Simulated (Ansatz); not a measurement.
## BAs: pressure against volume

BAs, F-43m, a = 4.809 Å. Ansatz: PBE, PAW, 420 eV, Γ-centred 10×10×10 mesh on 2 atoms, Gaussian smearing 0.02 eV; no spin polarisation. Symmetry fixes shape and atoms, so the cell is only scaled; pressure is positive in compression.

| V (Å³/atom) | P (GPa) |
| --- | --- |
| 13.066 | 9.28 |
| 13.483 | 4.31 |
| 13.900 | 0.04 |
| 14.317 | -3.62 |
| 14.734 | ? |

Question: Take V0 = 13.900 Å³/atom, count pressures from its P0 = 0.04 GPa, fit the third-order Birch–Murnaghan form to the other rows, and predict the missing pressure.

Answer: With the Eulerian strain f = ½[(V0/V)^(2/3) − 1] and y = (P − P0)/[3f(1 + 2f)^(5/2)], the form is the line y = B0 + 1.5 B0 (B0′ − 4) f. Rows (f, y): 0.02106, 131.9; 0.01026, 131.9; -0.00976, 131.3. Means f = 0.007187, y = 131.70; Σ(Δf)² = 0.0004891, ΣΔfΔy = 0.01017; the slope is their ratio. y = 131.6 + 20.79 f GPa, so B0 = 131.6 GPa and B0′ = 4 + 2 × (20.79)/(3 × 131.6) = 4.11. At V = 14.734, f = -0.01905, y = 131.20 and P = -6.76 GPa. The run gave -6.75 GPa, so the fit is 0.01 GPa too low, within twice the rms miss on the fitted rows (0.005 GPa). The form still works here, 33 % of the fitted range beyond its end.